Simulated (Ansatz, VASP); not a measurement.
# One calculation of Sn, two programs

The input INCAR:

```
SYSTEM = Sn
  AGGAC = 1.0
  AGGAX = 1.0
  ALDAC = 0.0
  ALDAX = 1.0
  ALGO = Normal
  EDIFF = 1E-7
  ENCUT = 520
  GGA = B5
  ISIF = 2
  ISMEAR = -1
  LASPH = .True.
  LCHARG = .False.
  LREAL = .False.
  LWAVE = .False.
  NBANDS = 13
  NELM = 80
  PREC = Accurate
  SIGMA = 0.1
```

KPOINTS

```
k-points
0
Gamma
  12 12 12
  0 0 0
```

The input POSCAR:

```
Sn
1.0
    0.0000000000      2.5857254562      2.5857254562
    2.5857254562      0.0000000000      2.5857254562
    2.5857254562      2.5857254562      0.0000000000
Sn
1
Direct
    0.0000000000      0.0000000000      0.0000000000
```

Input for Ansatz:

```yaml
crystal:
  lattice:
    - [0.0, 2.5857254562, 2.5857254562]
    - [2.5857254562, 0.0, 2.5857254562]
    - [2.5857254562, 2.5857254562, 0.0]
  atoms:
    - { symbol: Sn, position: [0.0, 0.0, 0.0] }
hamiltonian:
  xc: blyp
  pseudopotentials:
    kind: paw
    azcp:
      Sn: "pseudopotentials/Sn.paw.azcp"
basis:
  ecutwfc: 420
  fft_grid_basis: typed
kpoints:
  mp_grid: { grid: [12, 12, 12], shift: [0, 0, 0] }
magnetization:
  spin_polarized: false
scf:
  occupations: { method: fermi_dirac, width: 0.1 }
  lower_state_search: "off"
output:
  stress: true
```

Alike in both runs: task single point; functional BLYP; k mesh 12 × 12 × 12; occupations fermi-dirac, width 0.1 eV; no spin polarisation.

```csv
,VASP,Ansatz
version,VASP 6.6.1,Ansatz 0.2.0
potentials or method,"VASP PAW PBE potentials, release 64 (Sn_d)","plane waves (420 eV) with PAW, scalar-relativistic"
plane-wave cutoff (eV),520,420
valence electrons in the cell,14,14
```

Ansatz gave:

- pressure (GPa): -2.8

Task: Which values does VASP return?

Result: Pressure (GPa): -2.9.

With one functional, cell and mesh, what is left measures potentials, basis and numerics.

Caveats: the PAW data sets were made with another functional, which shifts forces and pressure a little (VASP).
